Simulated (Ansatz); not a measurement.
**Sensitivity of the gradients in LiF to the input**

Cell: a Materials Project structure (computed, not necessarily an observed phase), taken as it stands.

```
CELL_PARAMETERS angstrom
3.06094 0.00000 0.00000
-1.53047 2.65085 0.00000
0.00000 0.00000 4.80732
ATOMIC_POSITIONS crystal
Li 0.33333 0.66667 0.38115
Li 0.66667 0.33333 0.88115
F 0.33333 0.66667 0.99384
F 0.66667 0.33333 0.49384
```

Sites (sets of like atoms) are named by element and the number of their first atom in this list.

Reference run. All values are calculated (Ansatz; DFT, PBE, plane waves and PAW, scalar-relativistic, 420 eV cutoff, Γ-centred 7×7×4 k-points, Fermi–Dirac smearing 0.02 eV), not measured.

Question: The input is changed as follows: `hamiltonian.xc`: pbe → pbesol; `scf.mixing.preconditioner`: not typed → none; `hamiltonian.pseudopotentials`: {kind: paw} → {kind: paw_fr}; `magnetization`: not typed → {noncollinear: true, spin_orbit: true}. What happens to V_zz (10²¹ V/m²) and η?

Answer: 

```
site  atom  V_zz reference  η reference  V_zz changed  η changed
  Li     1           0.023         0.00         0.022       0.00
   F     3          -0.089         0.00        -0.064       0.00
```

No V_zz moves by more than 0.03. SCF iterations: 6 and 7.
